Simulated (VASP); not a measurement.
# Ru in VASP: relaxation of the atoms with PBEsol

Aim: the relaxation of the atoms of Ru with PBEsol.

All numbers are computed with VASP 6.6.1; they aren't measurements. Logs are shortened: lines on timing, memory, paths and dates and some standing lists are left out, and cuts for length are marked.

## Step 1: The structure

The cell holds a slab with vacuum, 4 atoms: a = 2.690 Å, b = 2.690 Å, c = 27.670 Å, α = 90.00°, β = 90.00°, γ = 120.00°.

The cell was built by a generator and needn't be a form met in nature.

## Step 2: Relaxation of the atoms, PBEsol

Input file INCAR:

```
  PREC = Accurate
  ENCUT = 520
  EDIFF = 1E-7
  ISMEAR = 1
  SIGMA = 0.1
  LREAL = F
  LASPH = T
  NELM = 120
  ALGO = Normal
  ISIF = 2
  LWAVE = F
  LCHARG = F
  LDIPOL = T
  IDIPOL = 3
  DIPOL = 0.5 0.5 0.500
  GGA = PS
  IBRION = 2
  NSW = 90
  EDIFFG = -0.02
  KPAR = 2
```

Input file KPOINTS:

```
Automatic mesh
0
Gamma
  14 14 1
```

Input file POSCAR:

```
Ru
1.0
    2.6898417900      0.0000000000      0.0000000000
   -1.3449209000      2.3294712900      0.0000000000
    0.0000000000      0.0000000000     27.6699343500
Ru
4
Selective dynamics
Direct
    0.3333330000      0.6666670000      0.3848095400  F F F
    0.6666670000      0.3333330000      0.4616031800  T T T
    0.3333330000      0.6666670000      0.5383968200  T T T
    0.6666670000      0.3333330000      0.6151904600  T T T
```

Potentials or basis: VASP PAW PBE potentials, release 64 (Ru_pv).

Run with:

```sh
> cat potpaw_PBE.64/Ru_pv/POTCAR > POTCAR
> mpirun -np 2 vasp_std > vasp.out
```

OUTCAR:

```text
PREC = Accurate
   ENCUT = 520
   EDIFF = 1E-7
   ISMEAR = 1
   LREAL = F
   LASPH = T
   NELM = 120
   ISIF = 2
   GGA = PS
   IBRION = 2
   NSW = 90
   EDIFFG = -0.02

 ion  position               nearest neighbor table
   1  0.333  0.667  0.385-   2 2.63   2 2.63   2 2.63
   2  0.667  0.333  0.462-   1 2.63   3 2.63   1 2.63   3 2.63   1 2.63   3 2.63
   3  0.333  0.667  0.538-   4 2.63   2 2.63   4 2.63   2 2.63   4 2.63   2 2.63
   4  0.667  0.333  0.615-   3 2.63   3 2.63   3 2.63

  LATTYP: Found a hexagonal cell.
 ALAT       =     2.6898417900
 C/A-ratio  =    10.2868259586

  Lattice vectors:

 A1 = (   2.6898417900,   0.0000000000,   0.0000000000)
 A2 = (  -1.3449209000,   2.3294712900,   0.0000000000)
 A3 = (   0.0000000000,   0.0000000000,  27.6699343500)

Analysis of symmetry for initial positions (statically):
=====================================================================
 Subroutine PRICEL returns:
 Original cell was already a primitive cell.

 Routine SETGRP: Setting up the symmetry group for a
 hexagonal supercell.

 Subroutine GETGRP returns: Found 12 space group operations
 (whereof 12 operations were pure point group operations)
 out of a pool of 24 trial point group operations.

The static configuration has the point symmetry D_3d.

Analysis of symmetry for dynamics (positions and initial velocities):
=====================================================================
 Subroutine PRICEL returns:
 Original cell was already a primitive cell.

 Routine SETGRP: Setting up the symmetry group for a
 hexagonal supercell.

 Subroutine GETGRP returns: Found 12 space group operations
 (whereof 12 operations were pure point group operations)
 out of a pool of 24 trial point group operations.

The dynamic configuration has the point symmetry D_3d.

Analysis of constrained symmetry for selective dynamics:
=====================================================================
 Subroutine PRICEL returns:
 Original cell was already a primitive cell.

[... 162 lines left out ...]

------------------------ aborting loop because EDIFF is reached ----------------------------------------

  FORCE on cell =-STRESS in cart. coord.  units (eV):
  Direction    XX          YY          ZZ          XY          YZ          ZX
  --------------------------------------------------------------------------------------
  -------------------------------------------------------------------------------------
  Total       -4.2395168     -4.2395167     -3.4956703      0.0000000      0.0000000      0.0000000
  in kB      -39.1773190    -39.1773179    -32.3034434      0.0000001      0.0000000      0.0000000
  external PRESSURE =     -36.8860268 kB  Pullay stress =       0.0000000 kB
[... 65 lines left out ...]
 number of electron      56.0000015 magnetization

------------------------ aborting loop because EDIFF is reached ----------------------------------------

 vacuum level on the upper side and lower side of the slab       (xc-potential included)        -0.021         0.001

  FORCE on cell =-STRESS in cart. coord.  units (eV):
  Direction    XX          YY          ZZ          XY          YZ          ZX
  --------------------------------------------------------------------------------------
  -------------------------------------------------------------------------------------
  Total       -3.8218571     -3.8218570     -2.6447245      0.0000000      0.0000000      0.0000000
  in kB      -35.3177311    -35.3177301    -24.4398648      0.0000001      0.0000000      0.0000000
  external PRESSURE =     -31.6917753 kB  Pullay stress =       0.0000000 kB
[... 19 lines left out ...]
  FREE ENERGIE OF THE ION-ELECTRON SYSTEM (eV)
  ---------------------------------------------------
  free  energy   TOTEN  =       -38.2647171277 eV

  energy  without entropy=      -38.2648781615  energy(sigma->0) =      -38.26477081

[... ionic steps 4 to 8 ...]

--------------------------------------- Ionic step        9  -------------------------------------------

 number of electron      56.0000010 magnetization

------------------------ aborting loop because EDIFF is reached ----------------------------------------
[... 65 lines left out ...]
  FREE ENERGIE OF THE ION-ELECTRON SYSTEM (eV)
  ---------------------------------------------------
  free  energy   TOTEN  =       -38.2887227565 eV

  energy  without entropy=      -38.2880545988  energy(sigma->0) =      -38.28850004

 dipolmoment           0.000000      0.000000      0.000228 electrons x Angstroem

--------------------------------------- Ionic step       11  -------------------------------------------

 number of electron      56.0000011 magnetization

 dipolmoment           0.000000      0.000000     -0.000007 electrons x Angstroem

 Free energy of the ion-electron system (eV)
  ---------------------------------------------------
  ext. energy  EPLUGINS =         0.00000000
  ---------------------------------------------------
  free energy    TOTEN  =       -38.28874177 eV

  energy without entropy =      -38.28813519  energy(sigma->0) =      -38.28853958

 E-fermi :   0.4814     XC(G=0):  -5.1378

 val. band max:        0.4774659777   @ k =   0.2857   0.0714   0.0000
 cond. band min:       0.4974289593   @ k =   0.2143   0.0000   0.0000
 fundamental gap:      0.0199629816
 Fermi energy:         0.4813753619

 k-point     1 :       0.0000    0.0000    0.0000
  band No.  band energies     occupation
      1     -43.2166      2.00000
      2     -42.7799      2.00000
      3     -42.3270      2.00000
      4     -42.3270      2.00000
      5     -42.2414      2.00000
      6     -42.2414      2.00000
[... 853 lines left out ...]
     32       1.8166     -0.00000
     33       7.3465      0.00000

------------------------ aborting loop because EDIFF is reached ----------------------------------------

 vacuum level on the upper side and lower side of the slab       (xc-potential included)        -0.006        -0.007

  FORCE on cell =-STRESS in cart. coord.  units (eV):
  Direction    XX          YY          ZZ          XY          YZ          ZX
  --------------------------------------------------------------------------------------
  -------------------------------------------------------------------------------------
  Total       -3.0907016     -3.0907016     -0.0661817      0.0000000      0.0000000     -0.0000000
  in kB      -28.5611334    -28.5611326     -0.6115845      0.0000001      0.0000000     -0.0000000
  external PRESSURE =     -19.2446168 kB  Pullay stress =       0.0000000 kB
[... 19 lines left out ...]
  FREE ENERGIE OF THE ION-ELECTRON SYSTEM (eV)
  ---------------------------------------------------
  free  energy   TOTEN  =       -38.2887417699 eV

  energy  without entropy=      -38.2881351948  energy(sigma->0) =      -38.28853958

 reached required accuracy - stopping structural energy minimisation

 vacuum level on the upper side and lower side of the slab         5.663         5.653
```

Run time: 7.7 min. Hardware: 2 MPI ranks of AMD EPYC 9R45 (Zen 5), shared host; peak memory 0.3 GiB.

What came out:

| Item | Value |
| --- | --- |
| Free energy | -38.2887 eV |
| Energy gained by relaxing | 13.5 meV/atom |
| Ionic steps | 11 |
| Band gap on the k mesh | none (metal or under the smearing width) |

The path:
```csv
step,energy change (eV),largest force (eV/Å),pressure (GPa)
1,0.0000,0.7381,-3.69
2,-0.0301,0.5360,-3.17
3,-0.0301,0.5370,-3.17
4,-0.0358,0.4742,-3.01
5,-0.0483,0.2800,-2.50
6,-0.0514,0.1605,-1.43
7,-0.0539,0.0742,-1.87
8,-0.0536,0.1234,-1.99
9,-0.0541,0.0245,-1.93
10,-0.0541,0.0247,-1.92
11,-0.0542,0.0029,-1.92
```

Final structure:
```
Ru
1.0
     2.68984    0.00000    0.00000
    -1.34492    2.32947    0.00000
     0.00000    0.00000   27.66993
Ru
4
Direct
  0.33333 0.66667 0.38481
  0.66667 0.33333 0.45903
  0.33333 0.66667 0.53624
  0.66667 0.33333 0.61046
```

Levels at points of the mesh, in eV from the Fermi level:
```
           k point  band 24  band 25  band 26  band 27  band 28  band 29  band 30  band 31  band 32  band 33
(0.00, 0.00, 0.00)    -2.28    -2.17    -2.17    -1.82    -0.92    -0.92     0.11     0.11     0.11     1.05
(0.50, 0.00, 0.00)    -1.09     0.15     0.16     1.09     1.44     1.47     1.63     2.01     2.05     2.38
```

Caveat: the PAW data sets were made with another functional, which shifts forces and pressure a little.
